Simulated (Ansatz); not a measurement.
# ZnCu2SnS4: the cost of one run

Code: Ansatz 0.2.0. PAW datasets, plane waves, zero pressure. (Calculated; spin-unpolarised; the phase may be known or hypothetical.)

### 1 Starting point

This is the cell as the run starts from it, not yet at rest; its lengths are not the crystal's.

The symmetry is I-4 (No. 82, tetragonal); a = 5.305 Å, c = 10.610 Å in the conventional setting, 18.66 Å³ an atom. Cu has 4 S at 2.32 Å; Cu has 4 S at 2.25 Å; Zn has 4 S at 2.31 Å; Sn has 4 S at 2.32 Å; S has 2 Cu at 2.25–2.32 Å and 1 Zn at 2.31 Å and 1 Sn at 2.32 Å.

Structure file:

```
Cu Zn Sn S
1.0
    -2.65238    2.65238    5.30475
     2.65238   -2.65238    5.30475
     2.65238    2.65238   -5.30475
Cu Zn Sn S
2 1 1 4
Direct
  0.00000 0.00000 0.00000
  0.75000 0.25000 0.50000
  0.25000 0.75000 0.50000
  0.50000 0.50000 0.00000
  0.11700 0.61700 0.99000
  0.38300 0.37300 0.50000
  0.62700 0.12700 0.01000
  0.87300 0.88300 0.50000
```

### 2 PBE: cell and atoms

input.yaml reads:

```yaml
crystal:
  lattice:
    - [-2.6523760042, 2.6523760042, 5.3047520083]
    - [2.6523760042, -2.6523760042, 5.3047520083]
    - [2.6523760042, 2.6523760042, -5.3047520083]
  atoms:
    - { symbol: Cu, position: [0.0, 0.0, 0.0] }
    - { symbol: Cu, position: [0.75, 0.25, 0.5] }
    - { symbol: Zn, position: [0.25, 0.75, 0.5] }
    - { symbol: Sn, position: [0.5, 0.5, 0.0] }
    - { symbol: S, position: [0.117, 0.617, 0.99] }
    - { symbol: S, position: [0.383, 0.373, 0.5] }
    - { symbol: S, position: [0.627, 0.127, 0.01] }
    - { symbol: S, position: [0.873, 0.883, 0.5] }
kpoints:
  mp_grid: { grid: [6, 6, 6] }
hamiltonian:
  xc: pbe
scf:
  occupations: { method: fermi_dirac, width: 0.02 }
relax:
  f_tol: 0.005
  cell: {}
```

Started as:

```sh
$ ansatz run input.yaml --threads 2 --pin off --max-ram 29491MiB --backend cpu --events-out ev --progress --plain --runs-dir out
```

**Question.** How long does this run take on 2 threads of AMD EPYC 7R13 (Zen 3), shared host, and how much memory does it need?

About 65 s, with a peak of 0.76 GiB.
